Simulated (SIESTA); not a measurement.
CdTe:

```
CELL_PARAMETERS angstrom
0.00000 3.20500 3.20500
3.20500 0.00000 3.20500
3.20500 3.20500 0.00000
ATOMIC_POSITIONS crystal
Te 0.75000 0.75000 0.75000
Cd 0.00000 0.00000 0.00000
```

- Program: SIESTA 5.4.2
- Task: relaxation of cell and atoms
- Functional: revPBE
- Potentials or basis: PseudoDojo 0.4 standard (PBE files)
- Basis: DZP (energy shift 0.002 Ry)
- Grid cutoff: 800 Ry
- Energy shift: 0.002 Ry
- k mesh: 7 × 7 × 7
- Occupations: fermi-dirac, width 0.05 eV
- Spin: no spin polarisation

At the start: pressure 5.9 GPa; volume 32.92 Å³/atom.

How do energy, volume and symmetry change on relaxing?

Over 10 steps the energy falls by 71.4 meV/atom and the volume is 37.41 Å³/atom (+13.6 %); space group F-43m (No. 216, to 0.05 Å).

The path:
| step | energy change (eV) | largest force (eV/Å) | pressure (GPa) | volume (Å³) |
| --- | --- | --- | --- | --- |
| 1 | 0.0000 | 0.0000 | 5.90 | 65.84 |
| 2 | -0.0709 | 0.0004 | 3.95 | 68.15 |
| 3 | -0.1313 | 0.0007 | 1.44 | 71.95 |
| 4 | -0.1394 | 0.0007 | -0.65 | 76.23 |
| 5 | -0.1428 | 0.0008 | -0.10 | 74.83 |
| 6 | 0.7432 | 4.8407 | 4.63 | 76.08 |
| 7 | -0.1428 | 0.0011 | -0.10 | 74.83 |
| 8 | -0.1428 | 0.0011 | -0.10 | 74.83 |
| 9 | -0.1428 | 0.0010 | -0.10 | 74.83 |
| 10 | -0.1428 | 0.0009 | -0.10 | 74.83 |

Final structure:
```xyz
2
Lattice="0.0003 3.3447 3.3447 3.3447 0.0003 3.3447 3.3447 3.3447 0.0003" Properties=species:S:1:pos:R:3 pbc="T T T"
Te    5.0172    5.0172    5.0172
Cd    0.0000    0.0000    0.0000
```

Caveat: semicore shells carry a single zeta, which can move pressures by several GPa and volumes by a few percent; the potentials were made for another functional, which shifts forces and pressure; the volume moved by +14 % from the deposited cell, more than functionals usually miss; the basis of atomic orbitals isn't converged, which shifts pressures, moduli and gaps.
